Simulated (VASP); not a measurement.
# InP: single point with PBE

**What was measured.**

A printed reference work, data compilation reports, for a bulk crystal of InP at 1.6 K: band gap 1.4236 eV (direct).

The system is InP.

```xyz
2
Lattice="0.0000 2.9538 2.9538 2.9538 0.0000 2.9538 2.9538 2.9538 0.0000" Properties=species:S:1:pos:R:3 pbc="T T T"
In    0.0000    0.0000    0.0000
P     1.4769    1.4769    1.4769
```

```json
{
 "Program": "VASP 6.6.1",
 "Task": "single point",
 "Functional": "PBE",
 "Potentials or basis": "VASP PAW PBE potentials, release 64 (In_d, P)",
 "Cutoff": "520 eV",
 "k mesh": "8 × 8 × 8",
 "Occupations": "gaussian, width 0.01 eV",
 "Spin": "no spin polarisation",
 "Dipole correction": "no",
 "Further INCAR settings": "ALGO = Normal; EDIFF = 1e-06; NBANDS = 16"
}
```

The pressure is 1.6 GPa. The band gap on the k mesh is 0.58 eV, direct.

Levels at points of the mesh, in eV from the valence-band top:
```
           k point  band 5  band 6  band 7  band 8  band 9  band 10  band 11  band 12  band 13  band 14
(0.00, 0.00, 0.00)  -14.00  -11.36    0.00    0.00    0.00     0.58     4.09     4.09     4.09     8.47
(0.50, 0.00, 0.00)  -13.99   -9.71   -5.60   -0.94   -0.94     1.44     4.81     4.81     7.05     9.37
(0.50, 0.50, 0.00)  -13.97   -9.08   -5.65   -2.24   -2.24     1.80     2.27     9.07     9.44     9.44
```

It took 22 s on 1 thread of AMD EPYC 7R13 Processor (Zen 3), with other jobs on the host, peak memory 0.15 GiB.

A measured gap of InP is 1.4236 eV (direct; 1.6 K; a printed reference work, data compilation); the calculated 0.58 eV misses it by -0.84 eV. Spin-orbit coupling on In is left out. The value is that of PBE, without temperature or zero-point motion. Semilocal functionals fall short of measured gaps as a rule.

Caveat: spin-orbit coupling is left out, which moves the levels of the heavy elements.
